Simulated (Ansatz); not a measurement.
**SrO: a listed cell, distorted in several ways**

Aim: see how energy, forces, stress and gap of SrO answer to further strains and shifts, swapped elements, distortions that keep the symmetry, other functionals. Nothing is relaxed unless a step says so.

Program: Ansatz 0.2.0. Level of theory: DFT PBE, scalar-relativistic, plane waves, PAW. These are calculated values, not measurements.

**1. The system as given**

It takes space group P6_3/mmc (No. 194, hexagonal). The conventional cell has a = 3.553 Å, b = 3.553 Å, c = 6.217 Å, α = 90.00°, β = 90.00°, γ = 120.00°. Sr (site symmetry -6m2) is surrounded by 6 O at 2.57 Å. O (site symmetry -3m) is surrounded by 6 Sr at 2.57 Å.

Structure file:

```xyz
4
Lattice="3.5533 0.0000 0.0000 -1.7766 3.0772 0.0000 0.0000 0.0000 6.2173" Properties=species:S:1:pos:R:3 pbc="T T T"
Sr    0.0000    2.0515    1.5543
Sr    1.7766    1.0257    4.6630
O     0.0000    0.0000    0.0000
O     0.0000    0.0000    3.1086
```

The structure comes from the Materials Project (structure only).

**2. A change within a subgroup**

Against the listed cell: strain xx, yy, zz, yz, xz, xy = +2.3, +2.3, -0.7, +0.0, +0.0, +0.0 %; atoms moved by 0.25 Å root mean square, at most 0.35 Å.

Contents of input.yaml:

```yaml
crystal:
  lattice:
    - [3.635688841, 0.0, 0.0]
    - [-1.8178444205, 3.1485988966, 0.0]
    - [0.0, 0.0, 6.1749641399]
  atoms:
    - { symbol: Sr, position: [0.33333333, 0.66666667, 0.2801607016] }
    - { symbol: Sr, position: [0.66666667, 0.33333333, 0.6944043625] }
    - { symbol: O, position: [0.0, 0.0, -0.0200199706] }
    - { symbol: O, position: [0.0, 0.0, 0.5454549066] }
basis:
  ecutwfc: 420
kpoints:
  mp_grid: { grid: [9, 9, 6] }
hamiltonian:
  xc: pbe
scf:
  occupations: { method: gaussian, width: 0.02 }
output:
  forces: true
  stress: true
  eigenvalues: true
  populations: true
```

**3. A change within the space group**

Contents of input.yaml:

```yaml
crystal:
  lattice:
    - [3.5699174785, 0.0, 0.0]
    - [-1.7849587392, 3.0916392258, 0.0]
    - [0.0, 0.0, 5.8733627238]
  atoms:
    - { symbol: Sr, position: [0.33333333, 0.66666667, 0.25] }
    - { symbol: Sr, position: [0.66666667, 0.33333333, 0.75] }
    - { symbol: O, position: [0.0, 0.0, 0.0] }
    - { symbol: O, position: [0.0, 0.0, 0.5] }
basis:
  ecutwfc: 420
kpoints:
  mp_grid: { grid: [9, 9, 6] }
hamiltonian:
  xc: pbe
scf:
  occupations: { method: gaussian, width: 0.02 }
output:
  forces: true
  stress: true
  eigenvalues: true
```

**4. Another functional, on a distorted cell: r2SCAN**

Changes to input.yaml since step 3:

```diff
@@ -2,5 +2,5 @@
   lattice:
-    - [3.5699174785, 0.0, 0.0]
-    - [-1.7849587392, 3.0916392258, 0.0]
-    - [0.0, 0.0, 5.8733627238]
+    - [3.6539172089, 0.0, 0.0]
+    - [-1.8269586045, 3.1643851263, 0.0]
+    - [0.0, 0.0, 6.3933780287]
   atoms:
@@ -11,3 +11,3 @@
 basis:
-  ecutwfc: 420
+  ecutwfc: 500
 kpoints:
@@ -15,3 +15,3 @@
 hamiltonian:
-  xc: pbe
+  xc: r2scan
 scf:
@@ -22 +22,2 @@
   eigenvalues: true
+  populations: true
```

**5. Substitution of an element, cell strained: Sr → Ca, first probe**

Contents of input.yaml:

```yaml
crystal:
  lattice:
    - [3.5606175025, 0.0, 0.0]
    - [-1.7803087512, 3.0835852103, 0.0]
    - [0.0, 0.0, 6.0517561842]
  atoms:
    - { symbol: Ca, position: [0.33333333, 0.66666667, 0.25] }
    - { symbol: Ca, position: [0.66666667, 0.33333333, 0.75] }
    - { symbol: O, position: [0.0, 0.0, 0.0] }
    - { symbol: O, position: [0.0, 0.0, 0.5] }
basis:
  ecutwfc: 420
kpoints:
  mp_grid: { grid: [6, 6, 4] }
hamiltonian:
  xc: pbe
scf:
  occupations: { method: gaussian, width: 0.1 }
output:
  forces: true
  stress: true
  eigenvalues: true
```

**6. One element swapped, cell strained: Sr → Ca**

Changes to input.yaml since step 5:

```diff
@@ -13,3 +13,3 @@
 kpoints:
-  mp_grid: { grid: [6, 6, 4] }
+  mp_grid: { grid: [9, 9, 6] }
 hamiltonian:
@@ -17,3 +17,3 @@
 scf:
-  occupations: { method: gaussian, width: 0.1 }
+  occupations: { method: gaussian, width: 0.02 }
 output:
```

**7. A distortion that keeps the symmetry**

Contents of input.yaml:

```yaml
crystal:
  lattice:
    - [3.5824605854, 0.0, 0.0]
    - [-1.7912302927, 3.1025018751, 0.0]
    - [0.0, 0.0, 5.8953098069]
  atoms:
    - { symbol: Sr, position: [0.33333333, 0.66666667, 0.25] }
    - { symbol: Sr, position: [0.66666667, 0.33333333, 0.75] }
    - { symbol: O, position: [0.0, 0.0, 0.0] }
    - { symbol: O, position: [0.0, 0.0, 0.5] }
basis:
  ecutwfc: 420
kpoints:
  mp_grid: { grid: [9, 9, 6] }
hamiltonian:
  xc: pbe
scf:
  occupations: { method: gaussian, width: 0.02 }
output:
  forces: true
  stress: true
  eigenvalues: true
```

**8. A distortion that keeps the symmetry**

Changes to input.yaml since step 7:

```diff
@@ -2,5 +2,5 @@
   lattice:
-    - [3.5824605854, 0.0, 0.0]
-    - [-1.7912302927, 3.1025018751, 0.0]
-    - [0.0, 0.0, 5.8953098069]
+    - [3.5474962306, 0.0, 0.0]
+    - [-1.7737481153, 3.0722218556, 0.0]
+    - [0.0, 0.0, 6.5802080133]
   atoms:
```

**9. A change within a subgroup**

Contents of input.yaml:

```yaml
crystal:
  lattice:
    - [3.7466224952, -0.203177013, 0.1230858994]
    - [-2.0492677023, 3.1430995293, 0.1230913155]
    - [0.2153674099, 0.3730382388, 6.3036623323]
  atoms:
    - { symbol: Sr, position: [0.3269810067, 0.6730189933, 0.25] }
    - { symbol: Sr, position: [0.6639876595, 0.3360123405, 0.75] }
    - { symbol: O, position: [0.0028082984, -0.0062230354, -0.001531628] }
    - { symbol: O, position: [0.0062230354, -0.0028082984, 0.501531628] }
basis:
  ecutwfc: 420
kpoints:
  mp_grid: { grid: [9, 9, 6] }
hamiltonian:
  xc: pbe
scf:
  occupations: { method: gaussian, width: 0.02 }
output:
  forces: true
  stress: true
  eigenvalues: true
```

Before running it: what results should come out? Wanted: for each run, case; energy; pressure; largest force.

**Answer**, as computed:

```
step                                             case  energy (meV/atom)  pressure (GPa)  largest force (eV/Å)  gap on the mesh (eV)
   2                       a change within a subgroup               +0.0             4.3                  5.07                  1.91
   3                  a change within the space group             -410.7             6.6                  0.00                  2.83
   4  another functional, on a distorted cell: r2SCAN                n/a            -6.6                  0.00                  3.17
   6      one element swapped, cell strained: Sr → Ca                n/a           -11.6                  0.00                  2.47
   7             a distortion that keeps the symmetry             -417.5             5.5                  0.00                  2.83
   8             a distortion that keeps the symmetry             -423.2            -3.2                  0.00                  2.93
   9                       a change within a subgroup             -376.3            -0.7                  0.29                  2.73
```

Energies are counted from step 2, with the smearing taken to zero. Other atoms or functionals have another zero of energy (n/a). 

What this shows: Among the distorted cells of the listed formula and level the largest force, 5.07 eV/Å, acts on Sr2 in step 2. Among the distorted cells of the listed formula and level the gap runs from 1.91 eV to 2.93 eV.

The gaps are Kohn-Sham values of a semilocal functional, not quasiparticle or optical gaps. Such gaps usually fall short of the measured ones.
